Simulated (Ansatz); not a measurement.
# Equation of state of SrO from a dense series

```yaml
crystal:
  lattice:
    - [0.00000, 2.56980, 2.56980]
    - [2.56980, 0.00000, 2.56980]
    - [2.56980, 2.56980, 0.00000]
  atoms:
    - { symbol: Sr, position: [0.00000, 0.00000, 0.00000] }
    - { symbol: O, position: [0.50000, 0.50000, 0.50000] }
```

Atoms are numbered in the order listed.

The conventional cell has a = 5.140 Å, b = 5.140 Å, c = 5.140 Å, α = 90.00°, β = 90.00°, γ = 90.00°. Sr (atom 1) has 6 O at 2.57 Å as nearest neighbours. Around O (atom 2) lie 6 Sr at 2.57 Å.

The cell is COD entry 1100027, as deposited and not checked against the literature; nothing was relaxed. It is an old determination, and later ones may differ.

Method: DFT, PBE, all-electron LAPW, scalar-relativistic (Ansatz 0.2.0).

Settings: a Γ-centred 8×8×8 k mesh, Fermi–Dirac smearing of 0.02 eV, basis error target 0.25 meV/atom, no spin polarisation.

The cell is scaled evenly. Fractional coordinates are held (clamped ions).

| V (Å³/atom) | P (GPa) |
| --- | --- |
| 15.952 | 9.82 |
| 16.122 | 8.51 |
| 16.292 | 7.27 |
| 16.546 | 5.53 |
| 16.631 | 4.98 |
| 16.801 | 3.92 |
| 16.971 | 2.92 |
| 17.140 | 1.97 |
| 17.310 | 1.07 |
| 17.395 | 0.64 |
| 17.649 | -0.59 |
| 17.989 | -2.08 |

(1) Fit a third-order Birch–Murnaghan curve to the pressures.

(2) Predict the pressure at the withheld volume, 17.819 Å³/atom.

Results:

(1) P = (3B0/2)(y^(7/2) − y^(5/2))[1 + (3/4)(B0′ − 4)(y − 1)] with y = (V0/V)^(2/3) fits within 0.01 GPa for V0 = 17.525 Å³/atom, B0 = 84.5 GPa and B0′ = 4.49.

(2) There y = 0.9890, so the fit gives -1.36 GPa; the run gave -1.36 GPa.
